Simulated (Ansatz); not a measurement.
# ZnSe (Stilleite) (F-43m) in Ansatz: settings compared

The runs below take ZnSe (Stilleite) through band structure, with BLYP, PBE.

All numbers are computed with Ansatz 0.2.0; they aren't measurements. Logs are shortened: lines on timing, memory, paths and dates and some standing lists are left out, and cuts for length are marked.

**What was measured.**

From “Alloy Disordering Effects on the Thermal Conductivity and Energy Gap Temperature Dependence of Cd1−xZnxSe Ternary Crystals Grown by the Bridgman Method”, 2023, pmc:10253836, for a bulk crystal of ZnSe at 300 K: band gap 2.695 ± 0.003 eV (an exciton energy, a little under the gap).

How close the calculation comes is told below.

## Step 1: The crystal as given

Symmetry: F-43m, No. 216, cubic system. Conventional cell: a = 5.668 Å, b = 5.668 Å, c = 5.668 Å, α = 90.00°, β = 90.00°, γ = 90.00°. Se (site symmetry -43m) is surrounded by 4 Zn at 2.45 Å. Zn (site symmetry -43m) is surrounded by 4 Se at 2.45 Å.

## Step 2: Band structure, BLYP

input.yaml

```yaml
crystal:
  lattice:
    - [0.0, 2.8338, 2.8338]
    - [2.8338, 0.0, 2.8338]
    - [2.8338, 2.8338, 0.0]
  atoms:
    - { symbol: Se, position: [0.75, 0.75, 0.75] }
    - { symbol: Zn, position: [0.0, 0.0, 0.0] }
kpoints:
  mp_grid: { grid: [8, 8, 8] }
  band_path:
    path:
      - [0.0, 0.0, 0.0]
      - [0.5, 0.0, 0.5]
      - [0.5, 0.25, 0.75]
      - [0.375, 0.375, 0.75]
      - [0.0, 0.0, 0.0]
      - [0.5, 0.5, 0.5]
      - [0.625, 0.25, 0.625]
      - [0.5, 0.25, 0.75]
    npoints: 6
scf:
  occupations: { method: fermi_dirac, width: 0.05 }
hamiltonian:
  xc: blyp
  pseudopotentials: { kind: all_electron, lapw: { basis_error: 0.001 } }
output:
  forces: true
  stress: true
  eigenvalues: true
```

Potentials or basis: all-electron LAPW, scalar-relativistic.

Command:

```sh
> ansatz run input.yaml --threads 1 --pin off --max-ram 3072MiB --backend cpu --events-out ev --progress --plain --runs-dir out
```

What it wrote:

```text
Warning: RAYON_NUM_THREADS=1 ignored (pool sized by the plan → 1); use --threads N
LAPW: plane waves up to 9.036 Å⁻¹, error target 1.0e-3 eV per atom; small_component_spin mean_spin; Zn in spheres of 1.247 Å, 20 of its electrons in bands, Dirac shells []; Se in spheres of 1.207 Å, 24 of its electrons in bands, Dirac shells [] (how accurate: hamiltonian.pseudopotentials.lapw.basis_error, Limitations)
Engine: ansatz 0.2.0, aarch64-unknown-linux-gnu
Pseudopotentials: kind: all_electron
Pseudopotential: Se, LAPW, valence charge 24, lapw/all_electron/scalar/gaussian/Se, Koelling and Harmon's equation, gaussian nucleus
Pseudopotential: Zn, LAPW, valence charge 20, lapw/all_electron/scalar/gaussian/Zn, Koelling and Harmon's equation, gaussian nucleus
Functional definition: BLYP
  parameter beta = 0.0042
  parameter a = 0.04918
  parameter b = 0.132
  parameter c = 0.2533
  parameter d = 0.349
  exchange = b88_x(beta = beta)
  correlation = lyp_c(a = a, b = b, c = c, d = d)
Crystal: 2 atoms, lattice volume = 45.513 Å³
Basis set: ecut = 311.0552986135018 eV, 537 PW (Γ), exchange–correlation at level 2
Bands: 27, of which v1, the nominal top of the filled ones, is band 22 counted from 1 (21 counted from 0)
Symmetry: 24 space group operations
Space group: F-43m (ITA 216), of the structure as read, at distance tolerance 3.6e-5 Å
k-points: 29 of 512 (time reversal used)
Non-local potential: Se, projectors of the file, none
Non-local potential: Zn, projectors of the file, none
Initial density: superposition of atomic densities (chi_scale 0.1, normalization cell, long waves kept (reshape's long-wave potential 0.00 eV rms))
Initial wavefunctions: plane waves of lowest kinetic energy (no species holds an atomic orbital)
Functional: x = b88, c = lyp
iter 1 solved again at ethr=1.97e-3 eV; its pass at ethr=1.00e-1 eV (dr2=8.66e-1 eV) is discarded
SCF iter   1: F=—  HF=-115021.069095 eV  |F-HF|=—  |Δ(HF+E_count)|=         —  Δρ=3.29e-2  dr2=8.67e-1  ethr=1.97e-3  ⟨swp⟩=2.0  Hψ=4942  notcnv=0
preconditioner: auto → none  [insulator: Δε(μ)=1.607 eV  Ē_g=12.402 eV  σ=0.050 eV  W_gap=1.00  n_scr=14 (ndim 8)  ℏωp=23.4 eV  f_vac=0.182  D(μ)=0.00/eV (n_scr^D=0)  ε∞_Penn≈4.5]
iter 2 solved again at ethr=7.93e-5 eV; its pass at ethr=1.97e-3 eV (dr2=3.49e-2 eV) is discarded
SCF iter   2: F=—  HF=-115020.802923 eV  |F-HF|=—  |Δ(HF+E_count)|=   2.66e-1  Δρ=9.51e-3  dr2=3.50e-2  ethr=7.93e-5  ⟨swp⟩=2.0  Hψ=4032  notcnv=0
SCF iter   3: F=—  HF=-115020.745679 eV  |F-HF|=—  |Δ(HF+E_count)|=   5.72e-2  Δρ=6.05e-3  dr2=1.49e-2  ethr=7.93e-5  ⟨swp⟩=3.0  Hψ=2528  notcnv=0
SCF iter   4: F=—  HF=-115020.737483 eV  |F-HF|=—  |Δ(HF+E_count)|=   8.20e-3  Δρ=3.06e-3  dr2=4.04e-3  ethr=3.40e-5  ⟨swp⟩=2.0  Hψ=2231  notcnv=0
SCF iter   5: F=—  HF=-115020.737589 eV  |F-HF|=—  |Δ(HF+E_count)|=   1.07e-4  Δρ=7.44e-4  dr2=1.74e-4  ethr=9.17e-6  ⟨swp⟩=2.0  Hψ=2238  notcnv=0
SCF iter   6: F=—  HF=-115020.737594 eV  |F-HF|=—  |Δ(HF+E_count)|=   4.90e-6  Δρ=1.12e-4  dr2=3.11e-6  ethr=3.96e-7  ⟨swp⟩=2.0  Hψ=2232  notcnv=0
SCF iter   7: F=-115020.737599 eV  HF=-115020.737599 eV  |F-HF|=9.40e-9  |Δ(HF+E_count)|=   5.19e-6  Δρ=1.10e-5  dr2=3.36e-8  ethr=7.08e-9  ⟨swp⟩=3.0  Hψ=2348  notcnv=0
SCF 1 converged in 7 iterations: F = -115020.737599 eV  dr2 = 3.36e-8
NSCF: frozen V_eff on 43 k-points
SCF converged after 7 iterations
Free energy (F): -115020.737599 eV
Harris-Foulkes:  -115020.737599 eV  (|F-HF|=9.40e-9)
Internal energy: -115020.737599 eV  (E = F + TS)
E sigma→0 (E₀):  -115020.737599 eV
Entropy (-TS):   -0.000000 eV (-0.000 meV/atom)
Fermi energy:    9.065552 eV
--- Per-component energies (eV) ---
  E_band       = -2220.763226
  E_kinetic    = 117499.757578
  E_xc         = -4367.921716
  E_electrostatic = -228152.573461  (all electrons and nuclei)
  E_smearing   = -0.000000  (= −TS)
  E_closure    = 0.000000  (closes the sum)
  E_atoms      = -115015.877800  (free atoms, spherical and without spin; not in F)
  Σ components = -115020.737599   (vs F -115020.737599, Δ=0.00e0)
  Basis errors (estimates in eV, not in F): energy 4.7e-4 per atom: plane waves 4.4e-4 (2.6e-4 summed), levels above the bands 5.1e-88, relativity 6.7e-8, radial functions 3.3e-5, core shells 4.2e-10; eigenvalues (radial functions only) 1.6e-6; not estimated: angular momenta, meshes, grids; target (lapw.basis_error) 1.0e-3; muffin-tin radii Zn 1.247 Å, Se 1.207 Å
--- Forces (eV/Å), atoms counted from 1 ---
  atom   1  Se    -0.00000000     0.00000000     0.00000000
  atom   2  Zn     0.00000000    -0.00000000    -0.00000000
  max |Σ_I F_I| component: 4.16e-17 eV/Å
--- Stress (GPa, compression-positive) ---
        5.515149       0.000000      -0.000000
        0.000000       5.515149       0.000000
       -0.000000       0.000000       5.515149
  P = ⅓ Tr σ = 5.5151 GPa (55.151 kbar)
--- Band table (eV; the first three rows and the last of 29) ---
  k-point 0: bands = ["-198.4683", "-138.0503", "-138.0503", "-138.0503", "-116.7023", "-70.9659", "-70.9659", "-70.9659", "-38.3960", "-38.3960", "-38.3960", "-38.3910", "-38.3910", "-4.8742", "1.7696", "1.7696", "1.7696", "2.1267", "2.1267", "8.4133", "8.4133", "8.4133", "9.6481", "14.2790", "14.2790", "14.2790", "18.4718"]
  k-point 1: bands = ["-198.4683", "-138.0503", "-138.0503", "-138.0503", "-116.7023", "-70.9659", "-70.9659", "-70.9659", "-38.3960", "-38.3960", "-38.3960", "-38.3910", "-38.3910", "-4.7758", "1.7791", "1.7850", "1.7850", "2.1254", "2.1254", "7.0914", "8.2642", "8.2642", "10.6423", "14.2310", "14.5283", "14.5283", "19.2647"]
  k-point 2: bands = ["-198.4683", "-138.0503", "-138.0503", "-138.0503", "-116.7023", "-70.9659", "-70.9659", "-70.9659", "-38.3960", "-38.3959", "-38.3959", "-38.3910", "-38.3910", "-4.5209", "1.8190", "1.8190", "1.8408", "2.1269", "2.1269", "5.3729", "7.9445", "7.9445", "11.1317", "14.9086", "14.9086", "15.0465", "19.0244"]
  k-point 28: bands = ["-198.4683", "-138.0503", "-138.0503", "-138.0503", "-116.7023", "-70.9659", "-70.9659", "-70.9659", "-38.3960", "-38.3959", "-38.3957", "-38.3911", "-38.3909", "-3.8414", "1.8919", "1.9688", "2.0975", "2.0995", "2.4217", "3.7330", "5.7012", "5.8154", "13.8857", "14.0449", "15.4334", "16.2971", "20.1152"]
```

Wall time 24 s (1 thread of Arm Neoverse V1, shared host); peak memory 0.29 GiB.

Results:

| Quantity | Value |
| --- | --- |
| Free energy | -115020.7376 eV |
| Pressure | 5.5 GPa |
| Band gap on the k mesh | 1.23 eV, direct |
| Band gap along the path | 1.23 eV, direct |

Levels at the corners of the path, in eV from the valence-band top:
| point | band 19 | band 20 | band 21 | band 22 | band 23 | band 24 | band 25 | band 26 |
| --- | --- | --- | --- | --- | --- | --- | --- | --- |
| Γ | -6.29 | 0.00 | 0.00 | 0.00 | 1.23 | 5.87 | 5.87 | 5.87 |
| X | -6.11 | -4.76 | -2.15 | -2.15 | 3.15 | 3.50 | 10.79 | 11.22 |
| W | -5.99 | -4.68 | -2.71 | -2.60 | 5.47 | 5.63 | 7.02 | 7.88 |
| K | -6.03 | -4.71 | -3.02 | -1.76 | 3.67 | 5.63 | 9.16 | 9.30 |
| Γ | -6.29 | 0.00 | 0.00 | 0.00 | 1.23 | 5.87 | 5.87 | 5.87 |
| L | -6.13 | -5.17 | -0.85 | -0.85 | 2.53 | 6.47 | 6.47 | 8.73 |
| U | -6.03 | -4.71 | -3.02 | -1.76 | 3.67 | 5.63 | 9.16 | 9.30 |
| W | -5.99 | -4.68 | -2.71 | -2.60 | 5.47 | 5.63 | 7.02 | 7.88 |

## Step 3: Band structure, PBE, spin-orbit coupling, no magnetisation

Changes to input.yaml since step 2:

```diff
@@ -9,3 +9,3 @@
 kpoints:
-  mp_grid: { grid: [8, 8, 8] }
+  mp_grid: { grid: [6, 6, 6] }
   band_path:
@@ -20,3 +20,3 @@
       - [0.5, 0.25, 0.75]
-    npoints: 6
+    npoints: 8
 scf:
@@ -24,4 +24,7 @@
 hamiltonian:
-  xc: blyp
+  xc: pbe
   pseudopotentials: { kind: all_electron, lapw: { basis_error: 0.001 } }
+magnetization:
+  noncollinear: true
+  spin_orbit: true
 output:
```

Potentials or basis: all-electron LAPW, relativistic spinors.

Command:

```sh
> ansatz run input.yaml --threads 1 --pin off --max-ram 3072MiB --backend cpu --events-out ev --progress --plain --runs-dir out
```

Run time: 1.7 min. Hardware: 1 thread of Arm Neoverse V1, shared host; peak memory 0.41 GiB.

The run converged. Its results:

```yaml
Free_energy: -115005.9247 eV
Pressure: 2.1 GPa
Band_gap_on_the_k_mesh: 1.16 eV, direct
Band_gap_along_the_path: 1.16 eV, direct
```

Levels at the corners of the path, in eV from the valence-band top:
```
point  band 42  band 43  band 44  band 45  band 46  band 47
    Γ     0.00     0.00     0.00     1.16     1.16     5.58
    X    -2.40    -2.23    -2.23     2.86     2.86     3.34
    W    -2.82    -2.77    -2.75     5.26     5.35     5.44
    K    -3.16    -1.91    -1.91     3.46     3.46     5.42
    Γ     0.00     0.00     0.00     1.16     1.16     5.58
    L    -1.11    -0.88    -0.88     2.42     2.42     6.23
    U    -3.16    -1.91    -1.91     3.46     3.46     5.42
    W    -2.82    -2.77    -2.75     5.26     5.35     5.44
```

## Step 4: Comparison with measurements

Step 2. A measured gap of ZnSe is 2.695 eV (an exciton energy, a little under the gap; 300 K; “Alloy Disordering Effects on the Thermal Conductivity and Energy Gap Temperature Dependence of Cd1−xZnxSe Ternary Crystals Grown by the Bridgman Method”, 2023, pmc:10253836); the calculated 1.23 eV misses it by -1.46 eV. So large a miss can be the level of theory's own, or it may mean another phase, state or a wrong row. Spin-orbit coupling on Se is left out. The value is that of BLYP, without temperature or zero-point motion. Semilocal functionals fall short of measured gaps as a rule.

Step 3. A measured gap of ZnSe is 2.695 eV (an exciton energy, a little under the gap; 300 K; “Alloy Disordering Effects on the Thermal Conductivity and Energy Gap Temperature Dependence of Cd1−xZnxSe Ternary Crystals Grown by the Bridgman Method”, 2023, pmc:10253836); the calculated 1.16 eV misses it by -1.53 eV. So large a miss can be the level of theory's own, or it may mean another phase, state or a wrong row. The value is that of PBE, without temperature or zero-point motion. Semilocal functionals fall short of measured gaps as a rule.
